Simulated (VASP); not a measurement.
# Mn in VASP: reference runs

How does Mn come out in PBE? The cell is run as given.

Program: VASP 6.6.1. These are calculated values, not measurements. Logs are shortened: lines on timing, memory, paths and dates and some standing lists are left out, and cuts for length are marked.

## 1. Starting point

The cell holds a sheet with vacuum, 1 atom: a = 2.614 Å, b = 2.614 Å, c = 23.800 Å, α = 90.00°, β = 90.00°, γ = 90.00°.

The cell was built by a generator and needn't be a form met in nature.

## 2. Single point, PBE, collinear spin, ferromagnetic start

INCAR reads:

```
ALGO = Normal ; DIPOL = 0.5 0.5 0.294
EDIFF = 1E-7 ; ENCUT = 520
GGA = PE ; IDIPOL = 3
ISIF = 2 ; ISMEAR = -1
ISPIN = 2 ; LASPH = T
LCHARG = F ; LDIPOL = T
LMAXMIX = 4 ; LORBIT = 11
LREAL = F ; LWAVE = F
MAGMOM = 4 ; NBANDS = 16
NELM = 120 ; PREC = Accurate
SIGMA = 0.05
```

KPOINTS reads:

```
k-points
0
Gamma
  10 10 1
```

POSCAR reads:

```
Mn
1.0
    2.6143200000      0.0000000000      0.0000000000
    0.0000000000      2.6143200000      0.0000000000
    0.0000000000      0.0000000000     23.8000000000
Mn
1
Direct
    0.0000000000      0.0000000000      0.2941200000
```

Potentials or basis: VASP PAW PBE potentials, release 64 (Mn_pv).

Launch:

```console
$ cat potpaw_PBE.64/Mn_pv/POTCAR > POTCAR
$ mpirun -np 1 vasp_std > vasp.out
```

OUTCAR:

```text
EDIFF = 1E-7
   ENCUT = 520
   GGA = PE
   ISIF = 2
   ISMEAR = -1
   ISPIN = 2
   LASPH = T
   LORBIT = 11
   LREAL = F
   NELM = 120
   PREC = Accurate

 ion  position               nearest neighbor table
   1  0.000  0.000  0.294-

  LATTYP: Found a simple tetragonal cell.
 ALAT       =     2.6143200000
 C/A-ratio  =     9.1037057437

  Lattice vectors:

 A1 = (   2.6143200000,   0.0000000000,   0.0000000000)
 A2 = (   0.0000000000,   2.6143200000,   0.0000000000)
 A3 = (   0.0000000000,   0.0000000000,  23.8000000000)

Analysis of symmetry for initial positions (statically):
=====================================================================
 Subroutine PRICEL returns:
 Original cell was already a primitive cell.

 Routine SETGRP: Setting up the symmetry group for a
 simple tetragonal supercell.

 Subroutine GETGRP returns: Found 16 space group operations
 (whereof  8 operations were pure point group operations)
 out of a pool of 16 trial point group operations.

The static configuration has the point symmetry C_4v.
 The point group associated with its full space group is D_4h.

Analysis of symmetry for dynamics (positions and initial velocities):
=====================================================================
 Subroutine PRICEL returns:
 Original cell was already a primitive cell.

 Routine SETGRP: Setting up the symmetry group for a
 simple tetragonal supercell.

 Subroutine GETGRP returns: Found 16 space group operations
 (whereof  8 operations were pure point group operations)
 out of a pool of 16 trial point group operations.

The dynamic configuration has the point symmetry C_4v.
 The point group associated with its full space group is D_4h.

Analysis of structural, dynamic, and magnetic symmetry:
=====================================================================
 Subroutine PRICEL returns:
 Original cell was already a primitive cell.

 Routine SETGRP: Setting up the symmetry group for a
 simple tetragonal supercell.

 Subroutine GETGRP returns: Found 16 space group operations
 (whereof  8 operations were pure point group operations)
 out of a pool of 16 trial point group operations.

The overall configuration has the point symmetry C_4v.
 The point group associated with its full space group is D_4h.

 Subroutine INISYM returns: Found 16 space group operations
 (whereof  8 operations are pure point group operations),
 and found     1 'primitive' translations

----------------------------------------------------------------------------------------

                                     Primitive cell

  volume of cell :     162.6651

  direct lattice vectors                    reciprocal lattice vectors
     2.614320000  0.000000000  0.000000000     0.382508645  0.000000000  0.000000000
     0.000000000  2.614320000  0.000000000     0.000000000  0.382508645  0.000000000
     0.000000000  0.000000000 23.800000000     0.000000000  0.000000000  0.042016807

  length of vectors
     2.614320000  2.614320000 23.800000000     0.382508645  0.382508645  0.042016807

  position of ions in fractional coordinates (direct lattice)
     0.000000000  0.000000000  0.294120000

  ion indices of the primitive-cell ions
   primitive index   ion index
                 1           1

----------------------------------------------------------------------------------------

 KPOINTS: k-points

Automatic generation of k-mesh.
 Grid dimensions read from file:
 generate k-points for:   10   10    1

 Generating k-lattice:

  Cartesian coordinates                     Fractional coordinates (reciprocal lattice)
     0.038250864  0.000000000  0.000000000     0.100000000  0.000000000  0.000000000
     0.000000000  0.038250864  0.000000000     0.000000000  0.100000000  0.000000000
     0.000000000  0.000000000  0.042016807     0.000000000  0.000000000  1.000000000

  Length of vectors
     0.038250864  0.038250864  0.042016807

  Shift w.r.t. Gamma in fractional coordinates (k-lattice)
     0.000000000  0.000000000  0.000000000

 Subroutine IBZKPT returns following result:
 ===========================================

 Found     21 irreducible k-points:

 Following reciprocal coordinates:
            Coordinates               Weight
  0.000000  0.000000  0.000000      1.000000
  0.100000  0.000000  0.000000      4.000000
  0.200000  0.000000  0.000000      4.000000
  0.300000  0.000000  0.000000      4.000000
  0.400000  0.000000  0.000000      4.000000
  0.500000  0.000000  0.000000      2.000000
[... 13 lines left out ...]
  0.500000  0.400000  0.000000      4.000000
  0.500000  0.500000  0.000000      1.000000
   k-points           NKPTS =     21   k-points in BZ     NKDIM =     21   number of bands    NBANDS=     16
   number of dos      NEDOS =    301   number of ions     NIONS =      1
   total plane-waves  NPLWV =  72000
   dimension x,y,z NGX =    20 NGY =   20 NGZ =  180
   dimension x,y,z NGXF=    40 NGYF=   40 NGZF=  360
   ions per type =               1
   NGX,Y,Z   is equivalent  to a cutoff of  12.72, 12.72, 12.57 a.u.
   NGXF,Y,Z  is equivalent  to a cutoff of  25.44, 25.44, 25.15 a.u.
 SYSTEM =  unknown system
   PREC   = accura    normal or accurate (medium, high low for compatibility)
   ISTART =      0    job   : 0-new  1-cont  2-samecut
   ICHARG =      2    charge: 1-file 2-atom 10-const
   ISPIN  =      2    spin polarized calculation?
   LNONCOLLINEAR =      F non collinear calculations
   LSORBIT =      F    spin-orbit coupling
   LASPH  =      T    aspherical Exc in radial PAW
   ENCUT  =  520.0 eV  38.22 Ry    6.18 a.u.   4.86  4.86 44.25*2*pi/ulx,y,z
   NELM   =    120;   NELMIN=  2; NELMDL= -5     # of ELM steps
   EDIFF  = 0.1E-06   stopping-criterion for ELM
   LREAL  =      F    real-space projection
   EDIFFG = 0.1E-05   stopping-criterion for IOM
   NSW    =      0    number of steps for IOM
   IBRION =     -1    ionic relax: 0-MD 1-quasi-New 2-CG
   NFREE  =      0    steps in history (QN), initial steepest desc. (CG)
   ISIF   =      2    stress and relaxation
   ISYM   =      2    0-nonsym 1-usesym 2-fastsym
   POTIM  = 0.5000    time-step for ionic-motion
   TEBEG  =    0.0;   TEEND  =   0.0 temperature during run
   PSTRESS=    0.0 pullay stress
   NELECT =      13.0000    total number of electrons
   NUPDOWN=      -1.0000    fix difference up-down
   EMIN   =  10.00;   EMAX   =-10.00  energy-range for DOS
   EFERMI =   0.00;   METHOD = LEGACY
   ISMEAR =    -1;   SIGMA  =   0.05  broadening in eV -4-tet -1-fermi 0-gaus
   EFERMI_NEDOS =   21; number of points for ismear=-14 and -15
   IALGO  =     38    algorithm
   IMIX   =      4    mixing-type and parameters
     AMIX     =   0.40;   BMIX     =  1.00
     AMIX_MAG =   1.60;   BMIX_MAG =  1.00
  volume/ion in A,a.u.               =     162.67      1097.72
  Fermi-wavevector in a.u.,A,eV,Ry     =   0.705166  1.332570  6.765613  0.497259
  Thomas-Fermi vector in A             =   1.790604
   LORBIT       =     11    0 simple, 1 ext, 2 COOP (PROOUT), +10 PAW based schemes
   GGA     = PE    functional components
   LHFCALC =     F    Hartree Fock is set to
   AEXX    =    0.0000 exact exchange contribution
   IVDW    =     0    specifies the selected vdW correction
   LEPSILON=     F    determine dielectric tensor
   LRPA    =     F    only Hartree local field effects (RPA)
 spin polarized calculation
  energy-cutoff  :      520.00
  volume of cell :      162.67
 maximum number of plane-waves:      4416
 NGX is ok and might be reduce to    20
   NGX =  9   NGY =  9   NGZ = 89

 dipolmoment           0.000000      0.000000     -0.000001 electrons x Angstroem

 number of electron      12.9999981 magnetization       4.3153789

 dipolmoment           0.000000      0.000000      0.000000 electrons x Angstroem

 Free energy of the ion-electron system (eV)
  ---------------------------------------------------
  ext. energy  EPLUGINS =         0.00000000
  ---------------------------------------------------
  free energy    TOTEN  =        -6.92786511 eV

  energy without entropy =       -6.91745370  energy(sigma->0) =       -6.92265941

 E-fermi :  -2.5550     XC(G=0):  -1.8722

 val. band max:       -2.5675985979   @ k =   0.4000   0.1000   0.0000
 cond. band min:      -2.4417493460   @ k =   0.5000   0.2000   0.0000
 fundamental gap:      0.1258492519
 Fermi energy:        -2.5549800815

 spin component 1

 k-point     1 :       0.0000    0.0000    0.0000
  band No.  band energies     occupation
      1     -52.7900      1.00000
      2     -52.0991      1.00000
      3     -52.0991      1.00000
      4      -8.1647      1.00000
      5      -6.1170      1.00000
      6      -5.5886      1.00000
[... 8 lines left out ...]
     15       2.3599      0.00000
     16       3.7570      0.00000

 k-point     2 :       0.1000    0.0000    0.0000
  band No.  band energies     occupation
      1     -52.7879      1.00000
      2     -52.1211      1.00000
      3     -52.0973      1.00000
      4      -7.9189      1.00000
      5      -6.0129      1.00000
      6      -5.5251      1.00000
[... 8 lines left out ...]
     15       2.5725      0.00000
     16       3.9849      0.00000

 k-point     3 :       0.2000    0.0000    0.0000
  band No.  band energies     occupation
      1     -52.7823      1.00000
      2     -52.1785      1.00000
      3     -52.0925      1.00000
      4      -7.2593      1.00000
      5      -5.6782      1.00000
      6      -5.3426      1.00000
[... 8 lines left out ...]
     15       3.2102      0.00000
     16       4.6622      0.00000
[... 305 lines left out ...]
 k-point    20 :       0.5000    0.4000    0.0000
  band No.  band energies     occupation
      1     -52.7483      1.00000
      2     -52.3041      1.00000
      3     -52.2807      1.00000
      4      -6.2628      1.00000
      5      -5.5219      1.00000
      6      -5.3662      1.00000
[... 8 lines left out ...]
     15       9.4701      0.00000
     16       9.6756      0.00000

 k-point    21 :       0.5000    0.5000    0.0000
  band No.  band energies     occupation
      1     -52.7463      1.00000
      2     -52.3017      1.00000
      3     -52.3017      1.00000
      4      -6.3895      1.00000
      5      -5.4718      1.00000
      6      -5.4718      1.00000
[... 8 lines left out ...]
     15       9.3239      0.00000
     16       9.3239      0.00000
 Fermi energy:        -2.5549800815

 spin component 2

 k-point     1 :       0.0000    0.0000    0.0000
  band No.  band energies     occupation
      1     -48.4242      1.00000
      2     -48.1647      1.00000
      3     -48.1647      1.00000
      4      -6.9836      1.00000
      5      -3.1325      0.99999
      6      -2.2710      0.00340
[... 8 lines left out ...]
     15       2.5912      0.00000
     16       3.9501      0.00000

 k-point     2 :       0.1000    0.0000    0.0000
  band No.  band energies     occupation
      1     -48.4217      1.00000
      2     -48.1900      1.00000
      3     -48.1626      1.00000
      4      -6.7335      1.00000
      5      -3.0300      0.99993
      6      -2.1667      0.00042
[... 8 lines left out ...]
     15       2.7980      0.00000
     16       4.1878      0.00000

 k-point     3 :       0.2000    0.0000    0.0000
  band No.  band energies     occupation
      1     -48.4151      1.00000
      2     -48.2559      1.00000
      3     -48.1571      1.00000
      4      -6.0169      1.00000
      5      -2.7625      0.98449
      6      -2.2009      0.00084
[... 8 lines left out ...]
     15       3.4206      0.00000
     16       4.8842      0.00000
[... 305 lines left out ...]
 k-point    20 :       0.5000    0.4000    0.0000
  band No.  band energies     occupation
      1     -48.3983      1.00000
      2     -48.3755      1.00000
      3     -48.3715      1.00000
      4      -3.7422      1.00000
      5      -1.9463      0.00001
      6      -1.7314      0.00000
[... 8 lines left out ...]
     15       9.9548      0.00000
     16      10.1833      0.00000

 k-point    21 :       0.5000    0.5000    0.0000
  band No.  band energies     occupation
      1     -48.3954      1.00000
      2     -48.3954      1.00000
      3     -48.3731      1.00000
      4      -3.8658      1.00000
      5      -1.8565      0.00000
      6      -1.8565      0.00000
[... 8 lines left out ...]
     15      10.3510      0.00000
     16      10.3510      0.00000

------------------------ aborting loop because EDIFF is reached ----------------------------------------

 vacuum level on the upper side and lower side of the slab       (xc-potential included)        -0.034        -0.035

  FORCE on cell =-STRESS in cart. coord.  units (eV):
  Direction    XX          YY          ZZ          XY          YZ          ZX
  --------------------------------------------------------------------------------------
  -------------------------------------------------------------------------------------
  Total       -0.0672202     -0.0672202     -0.0039220      0.0000000      0.0000000     -0.0000000
  in kB       -0.6620883     -0.6620883     -0.0386299      0.0000000      0.0000000     -0.0000000
  external PRESSURE =      -0.4542688 kB  Pullay stress =       0.0000000 kB

 VOLUME and BASIS-vectors are now :
 -----------------------------------------------------------------------------
  energy-cutoff  :      520.00
  volume of cell :      162.67
      direct lattice vectors                 reciprocal lattice vectors
     2.614320000  0.000000000  0.000000000     0.382508645  0.000000000  0.000000000
     0.000000000  2.614320000  0.000000000     0.000000000  0.382508645  0.000000000
     0.000000000  0.000000000 23.800000000     0.000000000  0.000000000  0.042016807

 POSITION                                       TOTAL-FORCE (eV/Angst)
 -----------------------------------------------------------------------------------
      0.00000      0.00000      7.00006         0.000000     -0.000000     -0.000000
 -----------------------------------------------------------------------------------
    total drift:                                0.000000      0.000000      0.000329

  FREE ENERGIE OF THE ION-ELECTRON SYSTEM (eV)
  ---------------------------------------------------
  free  energy   TOTEN  =        -6.9278651115 eV

  energy  without entropy=       -6.9174537038  energy(sigma->0) =       -6.92265941

 vacuum level on the upper side and lower side of the slab         1.182         1.182

 total charge

# of ion       s       p       d       tot
------------------------------------------
    1        0.361   6.122   4.982  11.465

 magnetization (x)

# of ion       s       p       d       tot
------------------------------------------
    1        0.038   0.043   3.812   3.893
```

It took 2 min on 1 thread of Intel Xeon Platinum 8488C (Sapphire Rapids), shared host; peak memory 0.34 GiB.

Results:

```
Free energy                                           : -6.9279 eV
Band gap on the k mesh                                : none (metal or under the smearing width)
Net moment                                            : 4.32 μB per cell
Site moments                                          : Mn +3.89 μB
Valence electrons inside the program's atomic spheres : Mn 11.46
```
